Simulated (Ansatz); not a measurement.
Input for Ansatz (plane-wave DFT, PAW):

```yaml
crystal:
  lattice:
    - [0.0, 2.064, 2.064]
    - [2.064, 0.0, 2.064]
    - [2.064, 2.064, 0.0]
  atoms:
    - { symbol: V, position: [0.0, 0.0, 0.0], spin: 0.11 }
    - { symbol: "N", position: [0.5, 0.5, 0.5] }
basis:
  ecutwfc: 420
kpoints:
  mp_grid: { grid: [18, 18, 18] }
hamiltonian:
  xc: pbe
scf:
  occupations: { method: gaussian, width: 0.1 }
output:
  forces: true
  stress: true
  eigenvalues: true
  populations: true
magnetization:
  spin_polarized: true
```

Command:
```bash
ansatz run input.yaml --threads 1 --pin off --max-ram 2560MiB --backend cpu --events-out ev --progress --plain --runs-dir out
```

Computed with DFT PBE, scalar-relativistic, plane waves, PAW in Ansatz.

From the run's log, abridged (final results; tables in files aren't shown):

```
SCF 1 converged in 11 iterations: F = -3298.356980 eV  dr2 = 7.41e-14
WARN: the starting moments were not kept: the SCF closed with an absolute magnetisation of 5.0e-7 μB, where they sum to 0.11 μB in size (1 site). That is at most 0.1 of that sum. Measured as dr2_m measures the in/out step, that magnetisation stands 2.2e-13 eV from none, at or under the dr2_threshold of 1.0e-7 eV: it is no larger than a step whose dr2_m would equal this threshold. The system may hold no moment; this SCF shows only that its start led to no more than that. To try another start: raise the starting moments (crystal.atoms[].spin, magnetization.per_species, magnetization.initial_magnetization, or on a non-collinear deck that types none of these the spinor_matrix: blocks that start  ...
SCF converged after 11 iterations
Magnetization:  0.0000 μB (9.0000 up, 9.0000 down)
Absolute magnetization: 0.0000 μB (∫|ρ↑−ρ↓|, with the PAW one-centre terms)
Spin contamination: 0.0000 ħ² per cell (⟨S²⟩ above its minimum at these occupations)
Per-site moments (μB) at R_I (Å): [(-4.05046688e-7, 0.85139999), (-2.35552908e-8, 0.85139999)]
Free energy (F): -3298.356980 eV
Harris-Foulkes:  -3298.356980 eV  (|F-HF|=4.55e-13)
Internal energy: -3298.349681 eV  (E = F + TS)
E sigma→0 (E₀):  -3298.353331 eV
Entropy (-TS):   -0.007299 eV (-3.649 meV/atom)
Fermi energy:    18.362415 eV
--- Per-component energies (eV) ---
  E_band       = -104.850188
  E_kinetic    = 469.228350
  E_local      = -959.792420  (includes V_loc(G=0)·N_el)
  E_nonlocal   = -1.569213
  E_hartree    = 423.150618
  E_xc         = -191.620640
  E_vxc        = -243.331835  (∫ρ·V_xc dr)
  E_paw        = -1239.311028  (= ΣΔE_a)
  E_vpaw       = -215.686642  (= ΣTr[D̂ρ^β])
  E_aug_tail   = 0.000346  (compensation charges beyond the density's cutoff)
  E_ewald      = -1798.435694
  E_smearing   = -0.007299  (= −TS)
--- Forces (eV/Å), atoms counted from 1 ---
  atom   1  V      0.00000000     0.00000000     0.00000000
  atom   2  N      0.00000000     0.00000000     0.00000000
--- Stress (GPa, compression-positive) ---
       -2.597003       0.000000       0.000000
        0.000000      -2.597003       0.000000
        0.000000       0.000000      -2.597003
  P = ⅓ Tr σ = -2.5970 GPa (-25.970 kbar)
--- Band table (eV; the first three rows and the last of 390) ---
  k-point 0 ↑: bands = ["-47.0443", "-20.6797", "-20.6797", "-20.6797", "0.4254", "16.1435", "16.1435", "16.1435", "16.8426", "16.8426", "16.8426", "17.9038", "17.9038", "24.2495"]
  k-point 1 ↑: bands = ["-47.0421", "-20.6948", "-20.6811", "-20.6811", "0.4882", "15.6484", "15.7518", "15.7518", "16.9563", "16.9563", "17.1585", "18.2761", "18.2761", "24.4178"]
  k-point 2 ↑: bands = ["-47.0359", "-20.7383", "-20.6850", "-20.6850", "0.6724", "14.7788", "15.0742", "15.0742", "17.1405", "17.1405", "17.5470", "19.0461", "19.0461", "24.8636"]
  k-point 194 ↓: bands = ["-46.9487", "-20.9896", "-20.9456", "-20.8509", "2.6421", "12.0343", "12.3059", "12.4728", "18.1494", "18.7900", "19.5726", "20.4708", "21.2105", "30.4467"]
--- Löwdin populations: 2 sites ---
  site symbol q [e]    m [muB]
     0      V     12.1201     0.0000
     1      N      5.8031     0.0000
  spilling = 0.004272 (of n_electrons = 18.000000)
```

Self-consistency was reached.

Time: 8.6 s on 1 thread of Arm Neoverse V2, with other jobs on the host, peak memory 0.37 GiB.

Moments started parallel, and an antiferromagnetic order may lie lower.